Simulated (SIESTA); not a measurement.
Co:

```
Co
1.0
    -1.41457    1.39291    1.39216
     1.44298   -1.37513    1.40278
     1.41127    1.37182   -1.37438
Co
1
Direct
  0.00000 0.00000 0.00000
```

This isn't the form of Co at room conditions, which is hcp.

Base run:

* Program: SIESTA 5.4.2
* Functional: PBE
* Potentials or basis: PseudoDojo 0.4 standard (PBE files)
* Basis: DZP (energy shift 0.003 Ry; two zetas on semicore shells)
* Grid cutoff: 800 Ry
* Energy shift: 0.003 Ry
* k mesh: 13 × 13 × 13
* Occupations: fermi-dirac, width 0.05 eV
* Spin: non-collinear spin, random start
* Starting moments: [[-0.468, 0.485, 0.091]] μB

Its results: band gap on the k mesh none (metal or under the smearing width); net moment 0.00 μB per cell.

Task: The run is repeated on the same cell with these changes: spin from non-collinear spin, random start to collinear spin, ferromagnetic start; moments at the start from [-0.47, 0.48, 0.09] to [2.0]. What comes out?

Result: Band gap on the k mesh none (metal or under the smearing width); net moment 1.72 μB per cell; site moments Co +1.72 μB.

Caveats: the basis of atomic orbitals isn't converged, which shifts pressures, moduli and gaps.
